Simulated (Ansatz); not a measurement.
**AlGaN$_{2}$ (P-4m2)**

Theory: DFT r2SCAN, scalar-relativistic, plane waves, PAW (Ansatz).

Cutoff 500 eV; k points 8×8×6 on the computed 4-atom cell (Γ-centred); Gaussian smearing, width 0.02 eV; no spin polarisation.

The structure is relaxed at this level of theory with its symmetry kept. Whether it is the stable form of this composition wasn't checked.

```cif
data_structure
_symmetry_space_group_name_H-M 'P 1'
_symmetry_Int_Tables_number 1
_cell_length_a 3.1385
_cell_length_b 3.1385
_cell_length_c 4.4224
_cell_angle_alpha 90.000
_cell_angle_beta 90.000
_cell_angle_gamma 90.000
_cell_volume 43.56
loop_
_atom_site_label
_atom_site_type_symbol
_atom_site_fract_x
_atom_site_fract_y
_atom_site_fract_z
_atom_site_occupancy
Al1 Al 0.50000 0.50000 0.50000 1
Ga1 Ga 0.00000 0.00000 0.00000 1
N1 N 0.50000 0.00000 0.73908 1
N2 N 0.00000 0.50000 0.26092 1
```

| Item | Value |
| --- | --- |
| Space group | P-4m2 (No. 115) |
| Volume per atom | 10.89 Å³ |
| Formation energy from the elements' standard states (uncorrected) | -1.126 eV/atom |
| Generalised Kohn–Sham band gap | 3.37 eV, direct at Γ |
| Löwdin character of the top 1 eV of the valence band | N 2p 88 % |
| Löwdin character of the lowest 1 eV of the conduction band | N 2s 28 %, Ga 4p 22 %, Al 3p 18 %, Ga 4s 11 %, N 2p 8 %, unprojected 8 % |
| Electron masses at the edge by Cartesian direction of the standard setting (m_e; degenerate bands sorted by energy; no spin-orbit coupling) | x: 0.24; y: 0.24; z: 0.31 |
| Hole masses at the edge by Cartesian direction of the standard setting (m_e; degenerate bands sorted by energy; no spin-orbit coupling) | x: 9.0, 0.21; y: 9.0, 0.21; z: 1.1, 1.1 |
| Bulk modulus | 203 GPa |
| Its pressure derivative | 4.0 |
| Electronic dielectric constant xx, yy, zz of the standard setting (independent particles) | 4.8, 4.8, 4.8 |
| Bader charges (e) | Al (1 in the cell) 2.48, Ga (1 in the cell) 1.63, N (2 in the cell) -2.05 |